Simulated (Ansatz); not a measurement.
# MoS2 (3R-MoS2 type): G0W0 against its settings

MoS2 in the 3R-MoS2-type structure, relaxed with r2SCAN+rVV10; one-shot G0W0 in Ansatz without spin-orbit coupling. The values are computed, spin-unpolarised, and not measurements.

```
Mo S
1.0
     1.58759    0.91660    6.19394
    -1.58759    0.91660    6.19394
     0.00000   -1.83319    6.19394
Mo S
1 2
Direct
  0.99999 0.99999 0.99999
  0.41700 0.41700 0.41700
  0.24968 0.24968 0.24968
```

Gaps are read over the mesh points alone. G0W0 values are finite-basis, finite-mesh values.
```csv
start,potentials,frequency model,mesh,empty bands,screening cutoff (eV),Kohn-Sham gap (eV),G0W0 gap (eV)
PBE,PAW,contour deformation,6×6×6,122,100,0.95,1.28
PBE,PAW,contour deformation,6×6×6,296,180,0.95,1.32
PBE,PAW,contour deformation,6×6×6,575,260,0.95,1.34
HSE06,PAW,contour deformation,6×6×6,296,180,1.43,1.54
r2SCAN,PAW,contour deformation,6×6×6,296,180,1.03,1.39
PBE0,PAW,contour deformation,6×6×6,296,180,2.08,1.67
PBE,PAW,Godby-Needs pole,6×6×6,296,180,0.95,1.33
PBE,PAW,contour deformation,10×10×10,87,80,0.97,1.28
PBE,norm-conserving,contour deformation,6×6×6,296,180,0.96,1.32
```

Over the mesh points the PBE gap of 0.95 eV becomes a quasiparticle gap of 1.34 eV (T to k = (0, 1/6, -1/6)), a change of +0.39 eV. Renormalisation factors Z lie between 0.70 and 0.74.

Raising bands and cutoff together moves the gap by +0.04 eV (100 to 180 eV), then +0.02 eV (180 to 260 eV); the last step is small, which bounds nothing strictly. Starting from HSE06 (1.43 eV against PBE's 0.95 eV) gives 1.54 eV, +0.22 eV from G0W0@PBE at the same screening cutoff. Starting from r2SCAN (1.03 eV against PBE's 0.95 eV) gives 1.39 eV, +0.07 eV from G0W0@PBE at the same screening cutoff. Starting from PBE0 (2.08 eV against PBE's 0.95 eV) gives 1.67 eV, +0.35 eV from G0W0@PBE at the same screening cutoff. The Godby-Needs plasmon pole differs from contour deformation by +0.01 eV. Norm-conserving potentials (wave cutoff 1088 eV against 420 eV) shift the quasiparticle gap by 0.00 eV and the PBE gap by +0.01 eV. r2SCAN runs take a wave cutoff of 500 eV.

Coordinates of k points refer to the reciprocal vectors of the primitive cell of the runs.

The program warns that the k mesh is coarse for exact exchange in some of these runs, so their gaps aren't converged.
